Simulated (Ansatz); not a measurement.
The system is B.

```
B
1.0
     2.34611    0.00000    0.00000
     0.00000    2.34611    0.00000
     0.00000    0.00000    1.58579
B
1
Cartesian
  1.1731 1.1731 0.7929
```

The cell was built by a generator and needn't be a form met in nature.

```yaml
Program: Ansatz 0.2.0
Task: relaxation of cell and atoms
Functional: HSE06
Potentials_or_basis: Ansatz PAW
Cutoff: "420 eV (not typed: the program's choice for these potentials)"
k_mesh: 6 × 6 × 8
Occupations: fermi-dirac, width 0.05 eV
Spin: no spin polarisation
```

At the start: volume 8.73 Å³/atom.

Where does the relaxation end?

It ends after 6 steps and the volume is 8.86 Å³/atom (+1.5 %); space group P4/mmm (No. 123, to 0.05 Å).

Step by step:
```
step  energy change (eV)  largest force (eV/Å)  volume (Å³)
   1              0.0000                0.0000         8.73
   2             -0.0017                0.0000         8.80
   3             -0.0019                0.0000         8.86
   4             -0.0020                0.0000         8.86
   5             -0.0020                0.0000         8.86
   6             -0.0020                0.0000         8.86
```

Final structure:
```cif
data_structure
_symmetry_space_group_name_H-M 'P 1'
_symmetry_Int_Tables_number 1
_cell_length_a 2.3695
_cell_length_b 2.3695
_cell_length_c 1.5787
_cell_angle_alpha 90.000
_cell_angle_beta 90.000
_cell_angle_gamma 90.000
_cell_volume 8.86
loop_
_atom_site_label
_atom_site_type_symbol
_atom_site_fract_x
_atom_site_fract_y
_atom_site_fract_z
_atom_site_occupancy
B1 B 0.50000 0.50000 0.50000 1
```

Caveat: the k mesh is coarse (spacing up to 0.50 Å⁻¹), so the values aren't converged, least of all with exact exchange; the plane-wave basis is chosen anew once the cell has moved, so the energies of steps on either side of that aren't comparable; the PAW data sets come from PBE, with cores solved anew for the run's functional, which leaves a small shift of forces and pressure.
